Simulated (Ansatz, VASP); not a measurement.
**ZrSiO in VASP and in Ansatz**

File INCAR:

```
SYSTEM = ZrSiO
ALGO     = Normal         ! electronic algorithm
EDIFF    = 1E-6           ! SCF threshold, eV
ENCUT    = 520            ! plane-wave cutoff, eV
GGA      = PE             ! functional
ISIF     = 2              ! what is computed and relaxed
ISMEAR   = -1             ! smearing method
LASPH    = .True.         ! aspherical terms in the spheres
LCHARG   = .True.         ! write CHGCAR
LELF     = .True.         ! ELF
LREAL    = .False.        ! projectors in reciprocal space
LVHAR    = .True.       
LWAVE    = .False.        ! write WAVECAR
NBANDS   = 31             ! bands
NELM     = 100            ! most SCF steps
PREC     = Accurate       ! precision mode
SIGMA    = 0.05           ! smearing width, eV
```

File KPOINTS:

```
k-points
0
Gamma
  8 8 4
  0 0 0
```

Contents of POSCAR:

```
ZrSiO
1.0
    3.3636790891      0.0000000000      0.0000000000
    0.0000000000      3.3636790891      0.0000000000
    0.0000000000      0.0000000000      7.4485908972
Zr Si O
2 2 2
Direct
    0.5000000000      0.0000000000      0.3084100000
    0.0000000000      0.5000000000      0.6915900000
    0.0000000000      0.0000000000      0.0000000000
    0.5000000000      0.5000000000      0.0000000000
    0.5000000000      0.0000000000      0.6112940000
    0.0000000000      0.5000000000      0.3887060000
```

The input input.yaml:

```yaml
crystal:
  lattice:
    - [3.3636790891, 0.0, 0.0]
    - [0.0, 3.3636790891, 0.0]
    - [0.0, 0.0, 7.4485908972]
  atoms:
    - { symbol: Zr, position: [0.5, 0.0, 0.30841] }
    - { symbol: Zr, position: [0.0, 0.5, 0.69159] }
    - { symbol: Si, position: [0.0, 0.0, 0.0] }
    - { symbol: Si, position: [0.5, 0.5, 0.0] }
    - { symbol: O, position: [0.5, 0.0, 0.611294] }
    - { symbol: O, position: [0.0, 0.5, 0.388706] }
hamiltonian:
  xc: pbe
  pseudopotentials: { kind: paw }
kpoints:
  mp_grid: { grid: [8, 8, 4] }
scf:
  occupations: { method: fermi_dirac, width: 0.05 }
output:
  forces: true
  stress: true
  eigenvalues: true
```

The cell comes from a database or a generator and needn't be the stable form of this composition.

Alike in both runs: task single point; functional PBE; k mesh 8 × 8 × 4; occupations fermi-dirac, width 0.05 eV; no spin polarisation.

|  | VASP | Ansatz |
| --- | --- | --- |
| version | VASP 6.6.1 | Ansatz 0.2.0 |
| potentials or method | VASP PAW PBE potentials, release 64 (Zr_sv, Si, O) | Ansatz PAW |
| plane-wave cutoff (eV) | 520 | 420 |
| valence electrons in the cell | 44 | 44 |

Ansatz gave:

- gap on the k mesh at the Fermi level (eV): none
- pressure (GPa): -7.8
- largest component of the traceless stress (GPa): 1.23
- rms of the force components (eV/Å): 0.088

Q: What did VASP give for the same quantities?

A: gap on the k mesh at the Fermi level (eV): none; pressure (GPa): -7.7; largest component of the traceless stress (GPa): 1.15; rms of the force components (eV/Å): 0.081.

Atom by atom the forces differ by 0.008 eV/Å (rms over components). A gap of «none» marks a metal or a gap that the smearing closes.

Caveats: the pressure holds a Pulay correction of +0.3 GPa for the finite cutoff (Ansatz).
